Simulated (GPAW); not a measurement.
# Ir in GPAW: the effect of strain uniaxial z

Crystal: Ir.

```
Ir
1.0
     2.75138    0.00000    0.00000
    -1.37569    2.38276    0.00000
     0.00000    0.00000    4.28380
Ir
2
Cartesian
  0.0000 1.5885 1.0709
  1.3757 0.7943 3.2128
```

This isn't the form of Ir at room conditions, which is fcc.

Alike in all runs:

```yaml
Program: GPAW 26.7.0
Task: single point
Functional: PBEsol
Potentials_or_basis: PAW data sets generated in the run's folder for this functional
Cutoff: 600 eV
Basis: pw
k_mesh: 9 × 9 × 5
Occupations: fermi-dirac, width 0.05 eV
Spin: no spin polarisation
Maxiter: 150
```

| strain uniaxial z | pressure (GPa) |
| --- | --- |
| -0.04 | 1.9 |
| -0.02 | -6.5 |
| -0.01 | -10.2 |
| 0 | -13.6 |
| 0.01 | -16.6 |
| 0.02 | -19.4 |
| 0.04 | ? |

Q: What does the run with strain uniaxial z 0.04 give?

A: Pressure -24.1 GPa.

Worked out: A parabola through the other rows of the pressure, of slope -193 GPa per unit of strain uniaxial z there, extrapolates to -23.9 GPa, against the run's -24.1.

Caveats: the density grid can change from cell to cell, which puts small steps into energies and stress.
